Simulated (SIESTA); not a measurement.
The system is LiF (Griceite).

```xyz
2
Lattice="0.0000 2.0140 2.0140 2.0140 0.0000 2.0140 2.0140 2.0140 0.0000" Properties=species:S:1:pos:R:3 pbc="T T T"
F     2.0140    2.0140    2.0140
Li    0.0000    0.0000    0.0000
```

Base run:

```yaml
Program: SIESTA 5.4.2
Functional: vdW-DF-cx
Potentials_or_basis: PseudoDojo 0.4 standard (PBE files)
Basis: DZP (energy shift 0.003 Ry; two zetas on semicore shells)
Grid_cutoff: 800 Ry
Energy_shift: 0.003 Ry
k_mesh: 11 × 11 × 11
Occupations: fermi-dirac, width 0.05 eV
Spin: no spin polarisation
```

Its results: band gap on the k mesh 9.11 eV, direct; pressure 2.2 GPa.

Q: The run is repeated on the same cell with these changes: functional from vdW-DF-cx to LDA; potentials or basis from PseudoDojo 0.4 standard (PBE files) to PseudoDojo 0.4 standard (LDA files). What comes out?

A: Band gap on the k mesh 8.82 eV, direct; pressure -6.0 GPa.

Caveats: the basis of atomic orbitals isn't converged, which shifts pressures, moduli and gaps; the potentials were made for another functional, which shifts forces and pressure (some runs).
